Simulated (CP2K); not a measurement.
The system is Bi.

```
Bi
1.0
     3.43194    0.00000    0.00000
    -1.14398    3.23566    0.00000
    -1.14398   -1.61783    2.80217
Bi
1
Direct
  0.00000 0.00000 0.00000
```

This isn't the form of Bi at room conditions, which is rhombohedral.

Base run:

| Quantity | Value |
| --- | --- |
| Program | CP2K 2026.2 |
| Functional | TASK |
| Potentials or basis | POTENTIAL_UZH Bi GTH-PBE-q5; TZVP-MOLOPT-PBE-GTH basis |
| Density cutoff | 9184 eV |
| k mesh | 9 × 9 × 9 |
| Occupations | fermi-dirac, width 0.05 eV |
| Spin | no spin polarisation |

Its results: band gap on the k mesh none (metal or under the smearing width); pressure 3.7 GPa.

Problem. The run is repeated on the same cell with these changes: functional from TASK to BEEF-vdW. What comes out?

Solution. Band gap on the k mesh none (metal or under the smearing width); pressure 2.0 GPa.

Caveats: the potentials were made for another functional, which shifts forces and pressure; spin-orbit coupling is left out, which moves the levels of the heavy elements; the basis of atomic orbitals isn't converged, which shifts pressures, moduli and gaps.
